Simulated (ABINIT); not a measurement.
# TiO2 (P1): G0W0 on several meshes in ABINIT, part 2 of 2

Wanted: mesh dependence and cost of G0W0 for TiO2 (P1).

ABINIT 10.8.3; LDA and many-body steps on it, plane waves. Known limits of the many-body steps: not at the basis limit; coarse k mesh.

So far. Step 4 (4×2×2): The gap on the mesh goes from 2.27 eV to 4.10 eV, a correction of +1.83 eV. Step 5 (Empty states on the mesh, 4×2×1 mesh, 125 bands): On this mesh the gap is 2.268 eV.

### Step 6. Screening, 4×2×1 mesh, 115 bands, screening to 68.6 eV

This step: RPA screening on LDA, plane waves, norm-conserving pseudopotentials.

Contents of run.abi:

```
acell 3*1.0 Angstrom
rprim 
  2.968264546300 0.000000000000 -0.000000000000
  0.000208083400 4.707606754900 0.000000000000
  1.483569621100 0.242353462000 7.083464797900
ntypat 2
znucl 22 8
natom 9
typat 1 1 1 2 2 2 2 2 2
xred 
  0.661708140000 0.520474360000 0.684496360000
  0.344640210000 0.480259650000 0.316959870000
  0.003371870000 0.000388810000 0.000703190000
  0.568025670000 0.815300060000 0.872827180000
  0.229407150000 0.703007280000 0.549514730000
  0.906497210000 0.691836990000 0.195171570000
  0.101236240000 0.308953420000 0.806243220000
  0.777926340000 0.297728750000 0.451878070000
  0.440038160000 0.185437690000 0.128538800000
pp_dirpath "pseudos"
pseudos "Ti.upf, O.upf"
ecut 38
ngkpt 4 2 1
nshiftk 1
shiftk 0 0 0
kptopt 1
chksymbreak 0
istwfk *1
occopt 1
irdwfk 1
optdriver 3
nband 115
ecuteps 2.52
inclvkb 2
awtr 1
symchi 1
indata_prefix "in"
outdata_prefix "out"
tmpdata_prefix "tmp"
```

On the command line:

```
> OMP_NUM_THREADS=1 mpirun -n 4 abinit run.abi > log
```

Numbers of over 12 decimals in the logs are rounded to 6 here.

Log:

```text
.Version 10.8.3 of ABINIT. v10.8.2 released Aug 2026.

 Symmetries : space group P1 (#  1); Bravais aP (primitive triclinic)
[... echo of the input left out ...]
== DATASET  1 ==================================================================
-   mpi_nproc: 4, omp_nthreads: 1 (-1 if OMP is not activated)

--- !DatasetInfo
iteration_state: {dtset: 1, }
dimensions: {natom: 9, nkpt: 6, mband: 115, nsppol: 1, nspinor: 1, nspden: 1, mpw: 7490, }
cutoff_energies: {ecut:  38.0, pawecutdg:  -1.0, }
electrons: {nelect:   7.20000000E+01, charge:   0.00000000E+00, occopt:   1.00000000E+00, tsmear:   1.00000000E-02, }

 SCREENING: Calculation of the susceptibility and dielectric matrices

 Based on a program developped by R.W. Godby, V. Olevano, G. Onida, and L. Reining.
 Incorporated in ABINIT by V. Olevano, G.-M. Rignanese, and M. Torrent.
.Using double precision arithmetic ; gwpc =  8

[... cell and pseudopotentials left out ...]
--------------------------------------------------------------------------------

 ==== K-mesh for the wavefunctions ====
 Number of points in the irreducible wedge :     6
[... list of points left out ...]
 Together with  1 symmetry operations and time-reversal symmetry
 yields     8 points in the full Brillouin Zone.

 ==== Q-mesh for the screening function ====
 Number of points in the irreducible wedge :     6
[... list of points left out ...]
 Together with  1 symmetry operations and time-reversal symmetry
 yields     8 points in the full Brillouin Zone.

 setmesh: FFT mesh size selected  =    20x   32x   48
          total number of points  =        30720

 vcoul_init : cutoff-mode = AUXILIARY_FUNCTION
 q-points for optical limit:   1
     1)      0.000010    0.000020    0.000030

- screening: taking advantage of time-reversal symmetry
- Maximum band index for partially occupied states nbvw = 36
- Remaining bands to be divided among processors   nbcw = 79
- Number of bands treated by each node ~19

 Number of electrons calculated from density =   72.0000; Expected =   72.0000
 average of density, n =  0.107792
 r_s =    1.3035
 omega_plasma =   31.6701 [eV]

 calculating chi0 at frequencies [eV] :
  1    0.000000E+00    0.000000E+00
  2    0.000000E+00    3.167009E+01

--------------------------------------------------------------------------------
  q-point number  1        q = ( 0.000000, 0.000000, 0.000000) [r.l.u.]
--------------------------------------------------------------------------------
[... chi0 elements left out ...]
 For q-point:  0.000010 0.000020 0.000030
  dielectric constant =   6.9730
  dielectric constant without local fields =   7.4386

  Average fulfillment of the sum rule on Im[epsilon] for q-point    1 :     49.22  [%]
[... wings left out ...]
  q-point number  2        q = ( 0.250000, 0.000000, 0.000000) [r.l.u.]
--------------------------------------------------------------------------------
[... chi0 elements left out ...]
  Average fulfillment of the sum rule on Im[epsilon] for q-point    2 :     54.17  [%]

 [... 4 further q-points ...]
```

Run time: 52 s. Hardware: 4 MPI ranks of Arm Neoverse V1, shared host; peak memory 1.3 GiB; 3.5 min of CPU time.

This step gave:

| Quantity | Value |
| --- | --- |
| ε∞ with local fields, on this mesh, along the program's q direction | 6.973 |
| the same without local fields | 7.439 |
| plasma frequency | 31.67 eV |
| plane waves in the screening matrix | 121 |

### Step 7. 4×2×1

This step: G0W0 on LDA, plane waves, norm-conserving pseudopotentials.

run.abi, as its differences from that of step 6:

```diff
@@ -30,8 +30,21 @@
 irdwfk 1
-optdriver 3
+optdriver 4
 nband 115
+gwcalctyp 0
+ecutsigx 38
+symsigma 1
+nkptgw 4
+kptgw 
+  0.0000000000 0.0000000000 0.0000000000
+  0.5000000000 0.0000000000 0.0000000000
+  0.0000000000 0.5000000000 0.0000000000
+  0.5000000000 0.5000000000 0.0000000000
+bdgw 
+  35 38
+  35 38
+  35 38
+  35 38
 ecuteps 2.52
-inclvkb 2
-awtr 1
-symchi 1
+irdscr 1
+ppmodel 1
 indata_prefix "in"
```

Log:

```text
.Version 10.8.3 of ABINIT. v10.8.2 released Aug 2026.

 Symmetries : space group P1 (#  1); Bravais aP (primitive triclinic)
[... echo of the input left out ...]
== DATASET  1 ==================================================================
-   mpi_nproc: 4, omp_nthreads: 1 (-1 if OMP is not activated)

--- !DatasetInfo
iteration_state: {dtset: 1, }
dimensions: {natom: 9, nkpt: 6, mband: 115, nsppol: 1, nspinor: 1, nspden: 1, mpw: 7490, }
cutoff_energies: {ecut:  38.0, pawecutdg:  -1.0, }
electrons: {nelect:   7.20000000E+01, charge:   0.00000000E+00, occopt:   1.00000000E+00, tsmear:   1.00000000E-02, }

 SIGMA: Calculation of the GW corrections

 Based on a program developped by R.W. Godby, V. Olevano, G. Onida, and L. Reining.
 Incorporated in ABINIT by V. Olevano, G.-M. Rignanese, and M. Torrent.
.Using double precision arithmetic ; gwpc =  8

[... cell and pseudopotentials left out ...]
--------------------------------------------------------------------------------

 ==== K-mesh for the wavefunctions ====
 Number of points in the irreducible wedge :     6
[... list of points left out ...]
 Together with  1 symmetry operations and time-reversal symmetry
 yields     8 points in the full Brillouin Zone.

 ==== Q-mesh for screening function ====
 Number of points in the irreducible wedge :     6
[... list of points left out ...]
 Together with  1 symmetry operations and time-reversal symmetry
 yields     8 points in the full Brillouin Zone.

 vcoul_init : cutoff-mode = AUXILIARY_FUNCTION
 q-points for optical limit:   1
     1)      0.000010    0.000020    0.000030
 setmesh: FFT mesh size selected  =    32x   50x   75
          total number of points  =       120000

 Number of electrons calculated from density =   72.0000; Expected =   72.0000
[...]
matrix elements of self-energy operator (all in [eV])

 Perturbative Calculation

--- !SelfEnergy_ee
iteration_state: {dtset: 1, }
kpoint     : [   0.000,    0.000,    0.000, ]
spin       : 1
KS_gap     :    2.267
QP_gap     :    4.101
Delta_QP_KS:    1.834
data: !SigmaeeData |
     Band     E0 <VxcDFT>   SigX SigC(E0)      Z dSigC/dE  Sig(E)    E-E0       E
       35   3.951 -20.193 -24.768   4.898   0.774  -0.292 -19.943   0.250   4.202
       36   4.182 -19.909 -24.606   4.977   0.770  -0.298 -19.693   0.216   4.398
       37   6.449 -20.182 -12.034  -5.521   0.780  -0.282 -18.132   2.050   8.499
[...]
--- !SelfEnergy_ee
iteration_state: {dtset: 1, }
kpoint     : [   0.500,    0.000,    0.000, ]
spin       : 1
KS_gap     :    3.547
QP_gap     :    5.428
Delta_QP_KS:    1.881
data: !SigmaeeData |
     Band     E0 <VxcDFT>   SigX SigC(E0)      Z dSigC/dE  Sig(E)    E-E0       E
[...]
--- !SelfEnergy_ee
iteration_state: {dtset: 1, }
kpoint     : [   0.000,    0.500,    0.000, ]
spin       : 1
KS_gap     :    3.061
QP_gap     :    4.882
Delta_QP_KS:    1.821
data: !SigmaeeData |
     Band     E0 <VxcDFT>   SigX SigC(E0)      Z dSigC/dE  Sig(E)    E-E0       E
[...]
--- !SelfEnergy_ee
iteration_state: {dtset: 1, }
kpoint     : [   0.500,    0.500,    0.000, ]
spin       : 1
KS_gap     :    2.942
QP_gap     :    4.721
Delta_QP_KS:    1.779
data: !SigmaeeData |
     Band     E0 <VxcDFT>   SigX SigC(E0)      Z dSigC/dE  Sig(E)    E-E0       E
[...]
37   6.604 -19.849 -12.004  -5.346   0.780  -0.283 -17.900   1.948   8.552
       38   6.742 -19.879 -11.992  -5.370   0.781  -0.281 -17.913   1.966   8.707

== END DATASET(S) ==============================================================
================================================================================

 -outvars: echo values of variables after computation  --------
           etotal      0.0000000000E+00
            nband         115
             nkpt           6
          spgroup           1
 [... the other variables as echoed above ...]

 Calculation completed.
```

The job ended after 7.9 s (4 MPI ranks; peak memory 0.8 GiB; 31 s of CPU time).

This step gave:

| Item | Value |
| --- | --- |
| G0W0 gap on the mesh | 4.098 eV |
| starting gap on the mesh | 2.268 eV |
| k of the valence top | 0, 0, 0 |
| k of the conduction bottom | 0, 0.5, 0 |
| Z at the valence top | 0.77 |
| Z at the conduction bottom | 0.78 |
| least direct G0W0 gap on the computed points | 4.101 eV |

Against G0W0 in ABINIT (4×2×2 mesh, 115 bands, screening to 68.6 eV, Godby-Needs plasmon pole), the gap moves by −0.004 eV.

### Step 8. The runs together

Times are wall times on 4 MPI ranks of Arm Neoverse V1, shared host, good to a factor of about two. A run's time includes the screening step that it read.

```
  run   mesh  bands  screening cutoff (eV)  DFT gap (eV)  gap on the mesh (eV)  direct (eV)  ε∞ used     time
4×2×2  4×2×2    115                   68.6         2.268                 4.102        4.102     7.00  2.6 min
4×2×1  4×2×1    115                   68.6         2.268                 4.098        4.101     6.97     60 s
```

### Step 9. Results

```yaml
4x2x2: 4.102 eV
4x2x1: 4.098 eV
known_limits: not at the basis limit; coarse k mesh
```

What this shows: 4×2×1: −0.004 eV against 4×2×2. Bands and cutoff are finite, so the gap is not at the basis limit. The miss can reach some tenths of an eV and take either sign; the mesh is an error of its own. A denser mesh or path gives a starting gap of 2.21 eV: the GW mesh misses a band edge, so its gaps are not the fundamental one. The 4×2×2 mesh is coarse for this cell, which bears on the long-range parts of exchange and screening.

[Paths, hosts, dates, memory and timing lines, banners, echoed tables and standing remarks are left out of the program output.]

[Logs are printed without paths, hosts, clocks, repeated set-up lines and the standing remarks that a program may print on its own settings, such as how far it seeks lower states.]

[Runs of the session that timed out or met a known fault of the program may be left out.]

[Hosts, paths, dates, database ids (printed as entryN), source tags and the programs' standing remarks are cut or masked in the printed files.]

[G0W0 gaps are taken among the corrected bands and points alone; a level outside them can change the order at an edge.]

[Where Ansatz stands beside ABINIT at settings called matched, ABINIT's density can come from a denser mesh and the files from another edition; pairs whose starting gaps differed by over 0.03 eV were left out, so agreement reads better than it is.]
